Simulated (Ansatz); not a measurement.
NaCl (wurtzite) (no longer in that coordination), relaxed with r2SCAN, was run in the PAW code Ansatz under altered settings. All numbers are computed, without spin polarisation but where a row says otherwise.

```xyz
4
Lattice="4.7211 0.0000 0.0000 -2.3605 4.0886 0.0000 0.0000 0.0000 5.5695" Properties=species:S:1:pos:R:3 pbc="T T T"
Na    0.0000    2.7257   -0.3481
Na    2.3605    1.3629    2.4367
Cl    0.0000    2.7257    2.4366
Cl    2.3605    1.3629    5.2214
```

The base run's other keys:
```yaml
kpoints:
  mp_grid: { grid: [6, 6, 2] }
hamiltonian:
  xc: hse06
scf:
  occupations: { method: fixed }
  n_extra_bands: 5
```

It takes 10 iterations with 2089 plane waves at 420 eV and 14 k points, and leaves a mean stress of +0.44 GPa. The gap over this mesh is 6.134 eV.

Outcomes, with energy and stress as changes against the base:

| setting | outcome | ΔF (meV/atom) | Δ mean stress (GPa) | gap on the mesh (eV) | iterations |
| --- | --- | --- | --- | --- | --- |
| PBE hybrid, exx coeff 1.0, omega 0.5 1/Å | converged | – | -0.9 | 7.655 | 16 |
| PBE hybrid, exx coeff 1.5, unscreened | refused | – | – | – | – |
| basis.ecutwfc: 500 | converged | -0.2 | 0.0 | 6.135 | 10 |
| kpoints.mp_grid.grid: [8, 8, 1] | converged | +44 | +0.5 | 6.144 | 10 |

A dash marks a value that wasn't obtained or can't be compared. Stress is positive in compression. The base's mesh is coarse for a hybrid, so its own values aren't converged.

- PBE hybrid, exx coeff 1.0, omega 0.5 1/Å. That is 100 % exact exchange, screened with ω = 0.5 1/Å, against HSE06's 25 % screened at 0.208 1/Å. The mean stress moves by -0.9 GPa and the gap on the mesh by +1.520 eV (to 7.655). Totals of different functionals aren't comparable.
- PBE hybrid, exx coeff 1.5, unscreened. The input is refused before any iteration. Error: invalid value for `hamiltonian.xc.exx.coeff`: must be finite and in (0, 1]; got 1.5
- kpoints.mp_grid.grid: [8, 8, 1]. The free energy moves by +44 meV an atom, the mean stress by +0.5 GPa (single components by up to 2.5) and the gap on the mesh by +0.010 eV (to 6.144). The mesh is too coarse.

Within 1 meV an atom, 0.1 GPa and 0.005 eV of the base stay: basis.ecutwfc: 500.

The stress of a hybrid is loosely converged in these runs.

The meshes of the hybrids are coarse, so their gaps aren't converged to the digits shown.
